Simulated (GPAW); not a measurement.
BaTiO3, 5 atoms in the cell. Symmetry: P4mm, No. 99, tetragonal system. Conventional cell: a = 4.026 Å, b = 4.026 Å, c = 4.045 Å, α = 90.00°, β = 90.00°, γ = 90.00°. Around Ba (site symmetry 4mm) lie 12 O at 2.81 to 2.90 Å. Ti (site symmetry 4mm) is surrounded by 6 O at 1.91 to 2.14 Å. O (site symmetry 2mm) is surrounded by 2 Ti at 2.02 Å. O (site symmetry 4mm) has 2 Ti at 1.91 to 2.14 Å as nearest neighbours. 

```yaml
Program: GPAW 26.7.0
Task: dielectric tensor
Functional: PBE
Potentials_or_basis: GPAW PAW data sets (gpaw-data 1.2.1)
Cutoff: 650 eV
Basis: pw
k_mesh: 6 × 6 × 6
Occupations: fermi-dirac, width 0.001 eV
Spin: no spin polarisation
Response_ecut: 80 eV
Maxiter: 150
Response_k_mesh: 7 × 7 × 7
Response_bands: 60
Kernels: "[\"RPA\"]"
Coarser_k_mesh: 7 × 7 × 7
```

Potentials or basis: GPAW PAW data sets (gpaw-data 1.2.1), pw.

Command:

```console
$ OMP_NUM_THREADS=1 python run.py
```

Hardware: 1 thread of INTEL(R) XEON(R) PLATINUM 8581C CPU @ 2.10GHz (Emerald Rapids) (shared host).

Task: How long does it take, and how much memory?

Result: Wall time 2.2 min on 1 thread of INTEL(R) XEON(R) PLATINUM 8581C CPU @ 2.10GHz (Emerald Rapids) (shared host), peak memory 0.6 GiB. Counts: scf iterations 28, plane waves 2517, bands 36, k points 40.
